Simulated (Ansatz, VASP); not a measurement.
Ag: VASP beside Ansatz

Contents of INCAR:

```
PREC = Accurate
ENCUT = 600
EDIFF = 1E-6
ISMEAR = 0
SIGMA = 0.1
LREAL = F
LASPH = T
NELM = 60
ALGO = Fast
ISIF = 3
LWAVE = F
LCHARG = F
IBRION = 2
NSW = 100
EDIFFG = -0.005
```

Contents of KPOINTS:

```
Automatic mesh
0
Gamma
  18 18 18
```

Contents of POSCAR:

```
Ag
1.0
    0.0000000000      2.0026471504      2.0026471504
    2.0026471504      0.0000000000      2.0026471504
    2.0026471504      2.0026471504      0.0000000000
Ag
1
Direct
    0.0000000000      0.0000000000      0.0000000000
```

Input for Ansatz:

```yaml
crystal:
  lattice:
    - [0.0, 2.0026471504, 2.0026471504]
    - [2.0026471504, 0.0, 2.0026471504]
    - [2.0026471504, 2.0026471504, 0.0]
  atoms:
    - { symbol: Ag, position: [0.0, 0.0, 0.0] }
basis:
  ecutwfc: 420
kpoints:
  mp_grid: { grid: [18, 18, 18] }
hamiltonian:
  xc: lda
scf:
  occupations: { method: gaussian, width: 0.1 }
output:
  forces: true
  stress: true
  eigenvalues: true
relax:
  adjacent_minimum: "off"
  f_tol: 0.005
  max_steps: 80
  cell: { stress_tol: 0.05 }
```

Alike in both runs: task relaxation of cell and atoms; functional LDA; k mesh 18 × 18 × 18; occupations gaussian, width 0.1 eV; no spin polarisation.

|  | VASP | Ansatz |
| --- | --- | --- |
| version | VASP 6.6.1 | Ansatz 0.2.0 |
| potentials or method | VASP PAW LDA potentials, release 64 (Ag) | scalar-relativistic, plane waves, PAW |
| plane-wave cutoff (eV) | 600 | 420 |
| valence electrons in the cell | 11 | 19 |

|  | VASP | Ansatz | Ansatz less VASP |
| --- | --- | --- | --- |
| gap on the k mesh at the Fermi level, each at its own relaxed structure (eV) | none | none | - |
| relaxed volume (Å³/atom) | 16.04 | 16.02 | -0.016 |
| relaxed cell length with the largest relative difference (Å) | 2.831 | 2.830 | -0.0009 |

A gap of «none» marks a metal or a gap that the smearing closes. The two sets of potentials don't hold the same shells in valence.
